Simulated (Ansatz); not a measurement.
# InSe: the cost of one run

Program: Ansatz 0.2.0. Level of theory: DFT PBE+D3(BJ), scalar-relativistic, plane waves, PAW. These are calculated values, not measurements.

A COD entry behind a cell of this session may itself be a prediction, so a difference from it is no test against experiment.

4 further runs of the same task are left out: 2 that didn't finish, 2 set aside as unsound or not needed. Runs told in other sessions of the task aren't counted.

## 1. The system as given

It takes space group R3m (No. 160, trigonal). The conventional cell has a = 4.036 Å, b = 4.036 Å, c = 24.910 Å, α = 90.00°, β = 90.00°, γ = 120.00°. In (site symmetry 3m) has 3 Se at 2.66 Å and 1 In at 2.79 Å in its first shell of neighbours. Around Se (site symmetry 3m) lie 3 In at 2.66 Å.

Structure file:

```cif
data_structure
_symmetry_space_group_name_H-M 'R3m:H'
_symmetry_Int_Tables_number 160
_cell_length_a 4.0364
_cell_length_b 4.0364
_cell_length_c 24.9100
_cell_angle_alpha 90.000
_cell_angle_beta 90.000
_cell_angle_gamma 120.000
_cell_volume 351.47
loop_
_atom_site_label
_atom_site_type_symbol
_atom_site_symmetry_multiplicity
_atom_site_Wyckoff_symbol
_atom_site_fract_x
_atom_site_fract_y
_atom_site_fract_z
_atom_site_occupancy
In1 In 3 a 0.66667 0.33333 0.33329 1
In2 In 3 a 0.66667 0.33333 0.22116 1
Se1 Se 3 a 0.33333 0.66667 0.05153 1
Se2 Se 3 a 0.00000 0.00000 0.16966 1
```

It is the result of an earlier relaxation at this level (volume 29.29 Å³/atom; gap on the mesh: 0.30 eV).

## 2. The single layer

One layer of the relaxed bulk, put into vacuum. Its planes from the bottom up:

```
plane  atoms per cell  height over the lowest (Å)
    1              Se                        0.00
    2              In                        1.28
    3              In                        4.08
    4              Se                        5.36
```

## 3. Probe: one point at the start

Along c the cell is not periodic, so the sheet has no images above or below.

input.yaml reads:

```yaml
crystal:
  lattice:
    - [4.0363944497, 0.0, 0.0]
    - [-2.0181972249, 3.4956201332, 0.0]
    - [0.0, 0.0, 36.7211901288]
  atoms:
    - { symbol: Se, position: [0.0, 0.0, 0.4270095135] }
    - { symbol: In, position: [0.6666666667, 0.3333333333, 0.461940628] }
    - { symbol: In, position: [0.6666666667, 0.3333333333, 0.5380039361] }
    - { symbol: Se, position: [0.0, 0.0, 0.5729904865] }
  periodic: [true, true, false]
basis:
  ecutwfc: 420
kpoints:
  mp_grid: { grid: [6, 6, 1] }
hamiltonian:
  xc: pbe
  dispersion: d3bj
scf:
  occupations: { method: gaussian, width: 0.1 }
output:
  forces: true
  stress: true
  eigenvalues: true
```

Run with:

```
$ ansatz run input.yaml --threads 2 --pin off --max-ram 5120MiB --backend cpu --events-out ev --progress --plain --runs-dir out
```

What time and memory should one allow on 2 threads of Intel Xeon 6975P-C (Granite Rapids), shared host?

About 3.6 s, with a peak of 0.68 GiB.
